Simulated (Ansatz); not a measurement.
# What CsPbCl3 (Pm-3m) distorts into, part 2 of 2

Aim: this structure of CsPbCl3 (Pm-3m) is to be tested for unstable modes, and one is followed downhill.

Ansatz 0.2.0; DFT PBEsol, scalar-relativistic, plane waves, PAW; PAW set soft_1.

So far, highest frequency on the path or at a solved wavevector (cm⁻¹): step 2 (phonons on a q mesh) 263. Also lowest frequency on the path (cm⁻¹): step 2 -47.9.

### Step 6. Relaxation from the frozen mode

Starting from the lowest point found, all atoms and the cell are let go, so that strain and other modes of the same symmetry can join in.

input.yaml

```yaml
crystal:
  lattice:
    - [5.6186639858, 5.6186639858, 0.0]
    - [5.6186639858, 0.0, 5.6186639858]
    - [5.6186639858, 0.0, -5.6186639858]
  atoms:
    - { symbol: Cs, position: [0.0, 0.0, 0.0] }
    - { symbol: Cs, position: [0.0, 0.5, 0.5] }
    - { symbol: Pb, position: [0.5, 0.25, 0.75] }
    - { symbol: Pb, position: [0.5, 0.75, 0.25] }
    - { symbol: Cl, position: [0.4244902223, 0.0755097777, 0.0755097777] }
    - { symbol: Cl, position: [0.5755097777, 0.4244902223, 0.4244902223] }
    - { symbol: Cl, position: [0.5, -0.0377548889, 0.5377548889] }
    - { symbol: Cl, position: [0.5, 0.5377548889, -0.0377548889] }
    - { symbol: Cl, position: [0.0, 0.5377548889, -0.0377548889] }
    - { symbol: Cl, position: [0.0, -0.0377548889, 0.5377548889] }
kpoints:
  mp_grid: { grid: [6, 6, 6] }
hamiltonian:
  xc: pbesol
  pseudopotentials: { kind: paw, azcp: { folder: soft_1 }, xc_functional: pbe }
scf:
  occupations: { method: fixed }
output:
  forces: true
  stress: true
  eigenvalues: true
relax:
  adjacent_minimum: "off"
  f_tol: 0.002
  max_steps: 120
  cell: { stress_tol: 0.03 }
```

Launch:

```
$ ansatz run input.yaml --threads 4 --pin off --max-ram 10240MiB --backend cpu --events-out ev --progress --plain --runs-dir out
```

Numbers of over 12 decimals in the logs are rounded to 6 here.

Output:

```text
[...]
Crystal: 10 atoms, lattice volume = 354.756 Å³
Basis set: ecut = 420 eV, 6879 PW (Γ), exchange–correlation on 108×108×108 points (8 copies of the dense FFT grid, shifted against one another)
Bands: 54, of which v1, the nominal top of the filled ones, is band 44 counted from 1 (43 counted from 0)
Symmetry: 8 space group operations
[...]
k-points: 46 of 216
[...]
SCF iter   1: F=—  HF=-41068.520025 eV  |F-HF|=—  |Δ(HF+E_count)|=         —  Δρ=2.47e-2  dr2=5.11e0  ethr=3.10e-3  ⟨swp⟩=6.2  Hψ=9615  notcnv=0  defer=315
[...]
SCF iter   8: F=-41066.065763 eV  HF=-41066.065763 eV  |F-HF|=1.61e-8  |Δ(HF+E_count)|=   8.52e-8  Δρ=1.98e-6  dr2=1.88e-8  ethr=1.14e-10  ⟨swp⟩=19.4  Hψ=17956  notcnv=0
SCF 1 converged in 8 iterations: F = -41066.065763 eV  dr2 = 1.88e-8
[...]
relax step   1: F+E_penalty+E_count = -41066.06576324 eV  Δ(F+E_penalty+E_count) = +0.000e0 eV  max|allowed force component| = 8.668e-2 eV/Å  Δτ_max = 0.0000 Å  P = -0.467 GPa  Ω = 354.756 Å³  (8 SCF iters, dr2 threshold 1.00e-7 eV, accepted)
Crystal: 10 atoms, lattice volume = 349.912 Å³
Basis set: ecut = 420 eV, 6855 PW (Γ), exchange–correlation on 108×108×108 points (8 copies of the dense FFT grid, shifted against one another)
[...]
iter 1 solved again at ethr=4.21e-6 eV; its pass at ethr=3.10e-3 eV (dr2=3.71e-3 eV) is discarded
[...]
SCF iter   5: F=-41066.087558 eV  HF=-41066.087558 eV  |F-HF|=3.09e-7  |Δ(HF+E_count)|=   2.66e-7  Δρ=8.27e-6  dr2=2.89e-7  ethr=1.14e-9  ⟨swp⟩=16.5  Hψ=16776  notcnv=0
SCF 2 converged in 5 iterations: F = -41066.087558 eV  dr2 = 2.89e-7
[...]
relax step   2: F+E_penalty+E_count = -41066.08755831 eV  Δ(F+E_penalty+E_count) = -2.180e-2 eV  max|allowed force component| = 6.128e-2 eV/Å  Δτ_max = 0.0201 Å  P = -0.162 GPa  Ω = 349.912 Å³  energy of the carried Pulay correction = +2.294e-4 eV  (5 SCF iters, dr2 threshold 1.00e-6 eV, accepted)
Crystal: 10 atoms, lattice volume = 346.282 Å³
Basis set: ecut = 420 eV, 6755 PW (Γ), exchange–correlation on 108×108×108 points (8 copies of the dense FFT grid, shifted against one another)
[...]
SCF iter   6: F=-41066.101815 eV  HF=-41066.101815 eV  |F-HF|=1.29e-8  |Δ(HF+E_count)|=   1.58e-6  Δρ=5.32e-6  dr2=1.34e-7  ethr=2.81e-10  ⟨swp⟩=17.3  Hψ=16522  notcnv=0
SCF 3 converged in 6 iterations: F = -41066.101815 eV  dr2 = 1.34e-7
[...]
relax step   3: F+E_penalty+E_count = -41066.10181511 eV  Δ(F+E_penalty+E_count) = -1.426e-2 eV  max|allowed force component| = 2.328e-2 eV/Å  Δτ_max = 0.0602 Å  P = +0.044 GPa  Ω = 346.282 Å³  energy of the carried Pulay correction = +4.047e-4 eV  (6 SCF iters, dr2 threshold 2.47e-7 eV, accepted)
[...]
relax step   4: F+E_penalty+E_count = -41066.10503747 eV  Δ(F+E_penalty+E_count) = -3.222e-3 eV  max|allowed force component| = 6.820e-3 eV/Å  Δτ_max = 0.0493 Å  P = +0.002 GPa  Ω = 345.706 Å³  energy of the carried Pulay correction = +4.329e-4 eV  (6 SCF iters, dr2 threshold 3.39e-8 eV, accepted)
[...]
relax step   5: F+E_penalty+E_count = -41066.10517523 eV  Δ(F+E_penalty+E_count) = -1.378e-4 eV  max|allowed force component| = 8.077e-4 eV/Å  Δτ_max = 0.0065 Å  P = +0.002 GPa  Ω = 345.827 Å³  energy of the carried Pulay correction = +4.269e-4 eV  (6 SCF iters, dr2 threshold 2.91e-9 eV, accepted)
[...]
relax step   6: F+E_penalty+E_count = -41066.10517356 eV  Δ(F+E_penalty+E_count) = +1.670e-6 eV  max|allowed force component| = 4.992e-4 eV/Å  Δτ_max = 0.0020 Å  P = -0.001 GPa  Ω = 345.882 Å³  energy of the carried Pulay correction = +4.243e-4 eV  (6 SCF iters, accepted)
[...]
SCF iter   4: F=-41066.104763 eV  HF=-41066.104763 eV  |F-HF|=6.55e-11  |Δ(HF+E_count)|=   2.02e-8  Δρ=8.32e-8  dr2=7.99e-12  ethr=1.00e-12  ⟨swp⟩=18.6  Hψ=20406  notcnv=0
SCF 7 converged in 4 iterations: F = -41066.104763 eV  dr2 = 7.99e-12
relax step   7: F+E_penalty+E_count = -41066.10476279 eV  Δ(F+E_penalty+E_count) = +4.108e-4 eV  max|allowed force component| = 5.052e-4 eV/Å  Δτ_max = 0.0000 Å  P = -0.001 GPa  Ω = 345.882 Å³  stress off target by 1.79e-3 GPa  SCF on the basis re-selected at this cell (its energy is not comparable with the rows above)  (4 SCF iters)
basis re-selected at this cell: Δ(F+E_penalty+E_count) = +4.108e-4 eV, ΔP = -0.000 GPa vs the last step (what re-selecting the basis moved, of the pressure what is left beyond the Pulay correction that the steps carried, after the strain that the cell walked since its last selection, with what the two solves' SCF thresholds leave and, on support functions, any second-order correction that the steps lacked; it is no m [...]
SCF converged after 4 iterations
Free energy (F): -41066.104763 eV
[...]
Internal energy: -41066.104763 eV  (E = F + TS)
E sigma→0 (E₀):  -41066.104763 eV
Fermi energy:    3.741566 eV
[...]
--- Forces (eV/Å), atoms counted from 1 ---
  atom   1  Cs    -0.00030151     0.00030151    -0.00000000
  atom   2  Cs     0.00030151    -0.00030151     0.00000000
  atom   3  Pb    -0.00000000     0.00000000    -0.00000000
  atom   4  Pb    -0.00000000     0.00000000     0.00000000
  atom   5  Cl     0.00050515    -0.00050515    -0.00000000
  atom   6  Cl    -0.00050515     0.00050515     0.00000000
  atom   7  Cl     0.00000000     0.00000000     0.00038744
  atom   8  Cl    -0.00000000    -0.00000000    -0.00038744
  atom   9  Cl     0.00000000     0.00000000    -0.00038744
  atom  10  Cl    -0.00000000    -0.00000000     0.00038744
  max |Σ_I F_I| component: 6.51e-19 eV/Å
--- Stress (GPa, compression-positive) ---
       -0.001511      -0.000282       0.000000
       -0.000282      -0.001511       0.000000
        0.000000       0.000000      -0.001121
  P = ⅓ Tr σ = -0.0014 GPa (-0.014 kbar)
--- Band table (eV; the first three rows and the last of 46) ---
  k-point 0: bands = [... 40 lower, 1.7814, 1.8231, 1.8937, 3.7416, 5.9560, 5.9873, 6.0528, 7.6775, ... 6 higher]
  k-point 1: bands = [... 40 lower, 1.7758, 1.8083, 1.9187, 3.3815, 6.1846, 6.2601, 6.3708, 7.8724, ... 6 higher]
  k-point 2: bands = [... 40 lower, 1.7372, 1.7801, 1.9462, 2.6816, 6.7813, 6.8627, 7.1115, 8.2405, ... 6 higher]
  k-point 45: bands = [... 40 lower, 1.6224, 1.7700, 2.4239, 2.7252, 6.5062, 6.6855, 7.2060, 8.4093, ... 6 higher]
--- Relaxed structure (6 steps of the walk, 6 accepted, 1 SCFs on fresh bases) ---
  F+E_penalty+E_count = -41066.10476279 eV   max|allowed force component| = 5.052e-4 eV/Å   (the final SCF, on the basis selected at the relaxed cell)
  cell:  # Å, volume = 345.8818 Å³
    - [5.527956, 5.527956, 0.0]
    - [5.590664, -0.062708, 5.533828]
    - [5.590664, -0.062708, -5.533828]
  atoms:
    - { symbol: Cs, position: [0.011555, -0.011555, -0.011555] }
    - { symbol: Cs, position: [-0.011555, 0.511555, 0.511555] }
    - { symbol: Pb, position: [0.5, 0.250000, 0.750000] }
    - { symbol: Pb, position: [0.5, 0.750000, 0.250000] }
    - { symbol: Cl, position: [0.418948, 0.081052, 0.081052] }
    - { symbol: Cl, position: [0.581052, 0.418948, 0.418948] }
    - { symbol: Cl, position: [0.5, -0.045479, 0.545479] }
    - { symbol: Cl, position: [0.5, 0.545479, -0.045479] }
    - { symbol: Cl, position: [0.0, 0.545479, -0.045479] }
    - { symbol: Cl, position: [0.0, -0.045479, 0.545479] }
```

Wall time 1.9 min (4 threads of Arm Neoverse V1, shared host); peak memory 1.2 GiB; 7.6 min of CPU time.

Relaxation path:

```tsv
step	energy less that of the first step (eV)	largest force component (eV/Å)	pressure (GPa)	volume (Å³)
1	0.0000	0.0867	-0.47	354.76
2	-0.0218	0.0613	-0.16	349.91
3	-0.0361	0.0233	0.04	346.28
4	-0.0393	0.0068	0.00	345.71
5	-0.0394	0.0008	0.00	345.83
6	-0.0394	0.0005	0.00	345.88
7*	-0.0390	0.0005	0.00	345.88
```

Relaxation steps marked * repeat the geometry before them on a plane-wave basis chosen anew for their cell, so energy and pressure can jump there.

The run keeps the 8 symmetry operations that it works with, so distortions that break them were not tested.

```tsv
conventional cell, symmetrised	before	after	change
a (Å)	7.946	7.818	-1.6 %
b (Å)	11.237	11.068	-1.5 %
c (Å)	7.946	7.995	+0.6 %
volume (Å³/atom)	35.48	34.59	-2.5 %
```

The atoms that moved most (Å, as changes of fractional coordinates times the final cell):

```tsv
atom	dx	dy	dz	length
Cs2	0.065	-0.065	0.000	0.092
Cs1	-0.065	0.065	0.000	0.092
Cl7	0.000	0.000	-0.085	0.085
Cl10	0.000	0.000	-0.085	0.085
Cl9	0.000	0.000	0.085	0.085
Cl8	0.000	0.000	0.085	0.085
Cl6	-0.031	0.031	0.000	0.044
Cl5	0.031	-0.031	0.000	0.044
```

Numbers from this step:

```yaml
pressure: -0.001381 GPa
gap_on_the_k_mesh: 2.214 eV
volume_per_atom: 34.59 Å³
```

The distorted start has space group Imma; the relaxation ends in Imma.

### Step 7. The new phase in its own primitive cell

The relaxed structure is symmetrised, reduced to its primitive cell and relaxed tightly, as its phonons need.

input.yaml, the sections that differ from step 6:

```yaml
crystal:
  lattice:
    - [-3.9088553774, 5.5338275763, 3.9975372757]
    - [3.9088553774, -5.5338275763, 3.9975372757]
    - [3.9088553774, 5.5338275763, -3.9975372757]
  atoms:
    - { symbol: Cs, position: [0.7384446459, 0.9884446459, 0.75] }
    - { symbol: Cs, position: [0.2615553541, 0.0115553541, 0.25] }
    - { symbol: Pb, position: [0.0, 0.5, 0.5] }
    - { symbol: Pb, position: [0.5, 0.5, 0.0] }
    - { symbol: Cl, position: [0.8310521467, 0.5810521467, 0.25] }
    - { symbol: Cl, position: [0.1689478533, 0.4189478533, 0.75] }
    - { symbol: Cl, position: [0.7045213537, 0.0, 0.2045213537] }
    - { symbol: Cl, position: [0.2954786463, 0.0, 0.7954786463] }
    - { symbol: Cl, position: [0.2954786463, 0.5, 0.2954786463] }
    - { symbol: Cl, position: [0.7045213537, 0.5, 0.7045213537] }
relax:
  adjacent_minimum: "off"
  f_tol: 0.001
  max_steps: 60
  cell: { stress_tol: 0.01 }
# kpoints, hamiltonian, scf, output: as in step 6
```

Output:

```text
[...]
Crystal: 10 atoms, lattice volume = 345.882 Å³
Basis set: ecut = 420 eV, 6759 PW (Γ), exchange–correlation on 108×108×108 points (8 copies of the dense FFT grid, shifted against one another)
Bands: 54, of which v1, the nominal top of the filled ones, is band 44 counted from 1 (43 counted from 0)
Symmetry: 8 space group operations
[...]
k-points: 46 of 216
[...]
- { symbol: Pb, position: [0.0, 0.5, 0.5] }
    - { symbol: Pb, position: [0.500000, 0.500000, 0.0] }
    - { symbol: Cl, position: [0.831052, 0.581052, 0.250000] }
    - { symbol: Cl, position: [0.168948, 0.418948, 0.75] }
    - { symbol: Cl, position: [0.704521, 5.551115123125783e-17, 0.204521] }
    - { symbol: Cl, position: [0.295479, 0.0, 0.795479] }
    - { symbol: Cl, position: [0.295479, 0.5, 0.2954786463] }
    - { symbol: Cl, position: [0.704521, 0.5, 0.7045213537] }
[key lines of the parts left out:]
SCF converged after 6 iterations
Free energy (F): -41066.104763 eV
Fermi energy:    3.741566 eV
P = ⅓ Tr σ = -0.0014 GPa (-0.014 kbar)
```

It took 38 s on 4 threads; peak memory 1.2 GiB.

Little changed from the start: no atom moved by 0.005 Å and no cell edge by 0.1 %.

This step gave:

* pressure: -0.001380 GPa
* direct gap on mesh: 2.214 eV

The largest force component left is 0.71 meV/Å and the pressure is -0.001 GPa, within the tolerances set. The cell now holds 34.59 Å³/atom.

### Step 8. What came out

| Quantity | Value |
| --- | --- |
| unstable mode of the parent | q = (-0.5, -0.5, -0.5), 48i cm⁻¹ |
| depth at the lowest point sampled | 10.1 meV/atom |
| largest atomic shift at that point | 0.6 Å |
| space group reached (within 0.01 Å) | Imma |
| energy gained over the parent (first relaxation, on the mesh of the frozen mode) | 14.0 meV/atom |
| volume per atom, phase reached | 34.6 Å³ |
| gap on the k-mesh, phase reached | 2.21 eV |

What this shows: Along this mode the structure falls into Imma, 14.0 meV/atom below the parent. At the parent's cell the well is 10.12 meV/atom deep on the steps tried, with its lowest point at a shift of 0.6 Å. That is the last step tried, so the steps alone don't bracket the bottom of the well. Relaxing atoms and cell changes the gain by +3.90 meV/atom against the lowest step (energies at zero smearing). The modes of the phase reached were not computed on this path. Of the 4 patterns followed to their end from this parent, this one ends 0.503 meV/atom above the lowest, I4/mcm. Another end point lies within 1 meV/atom; how such a difference moves with mesh and cutoff was not tested. Each path keeps the symmetry of its pattern, so a lower phase may lie along a pattern not tried. Spin-orbit coupling is left out, which can matter for the heavy elements here. The PAW files were made for PBE and serve the other functionals too.

[Logs are printed without paths, hosts, clocks, repeated set-up lines and the standing remarks that a program may print on its own settings, such as how far it seeks lower states.]

[Hosts, paths, dates, database ids (printed as entryN), source tags and the programs' standing remarks are cut or masked in the printed files.]
